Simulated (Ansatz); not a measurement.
# What a trial cell of Cd₃O relaxes into

These are results of DFT r2SCAN, scalar-relativistic, plane waves, PAW (Ansatz), not measurements. Cutoff 500 eV, Γ-centred k mesh, Gaussian smearing, no spin polarisation in the final step.

The start puts Cd₃O on the A15 structure type (Pm-3n, No. 223), with O in place of Si, Cd in place of Cr, at a guessed volume.

```yaml
crystal:
  lattice:
    - [5.47372, 0.00000, 0.00000]
    - [0.00000, 5.47372, 0.00000]
    - [0.00000, 0.00000, 5.47372]
  atoms:
    - { symbol: Cd, position: [0.00000, 0.50000, 0.25000] }
    - { symbol: Cd, position: [0.00000, 0.50000, 0.75000] }
    - { symbol: Cd, position: [0.25000, 0.00000, 0.50000] }
    - { symbol: Cd, position: [0.75000, 0.00000, 0.50000] }
    - { symbol: Cd, position: [0.50000, 0.75000, 0.00000] }
    - { symbol: Cd, position: [0.50000, 0.25000, 0.00000] }
    - { symbol: O, position: [0.00000, 0.00000, 0.00000] }
    - { symbol: O, position: [0.50000, 0.50000, 0.50000] }
```

Cell and atoms relax at zero pressure; the relaxation can't lower the symmetry of the start. After a coarse first stage the cell is made exact in the group found at 0.06 Å.

The zero of energy is the elements' standard structures at the same level (O₂ as a molecule); no fitted shifts are applied.

Task: What does it relax into?

Result: It keeps Pm-3n (No. 223). The result has the A15 structure. Conventional cell: a = 5.255 Å. Cd has 2 Cd at 2.63 Å, 4 O at 2.94 Å and 8 Cd at 3.22 Å; around O lie 12 Cd at 2.94 Å.

```cif
data_structure
_symmetry_space_group_name_H-M 'Pm-3n'
_symmetry_Int_Tables_number 223
_cell_length_a 5.2546
_cell_length_b 5.2546
_cell_length_c 5.2546
_cell_angle_alpha 90.000
_cell_angle_beta 90.000
_cell_angle_gamma 90.000
_cell_volume 145.08
loop_
_atom_site_label
_atom_site_type_symbol
_atom_site_symmetry_multiplicity
_atom_site_Wyckoff_symbol
_atom_site_fract_x
_atom_site_fract_y
_atom_site_fract_z
_atom_site_occupancy
Cd1 Cd 6 c 0.00000 0.50000 0.25000 1
O1 O 2 a 0.00000 0.00000 0.00000 1
```

Task: What are its volume, energy, density and gap?

Result: The volume per atom is 18.14 Å³ and the density is 8.09 g/cm³. The energy over the elements is 0.10 eV/atom and the gap on the 8×8×8 mesh is 0 eV (a metal).

The final run used a 8×8×8 mesh on its 8-atom cell and 0.10 eV smearing. For metals, differences of a few meV/atom aren't resolved. A structure relaxed within its symmetry needn't be a true minimum.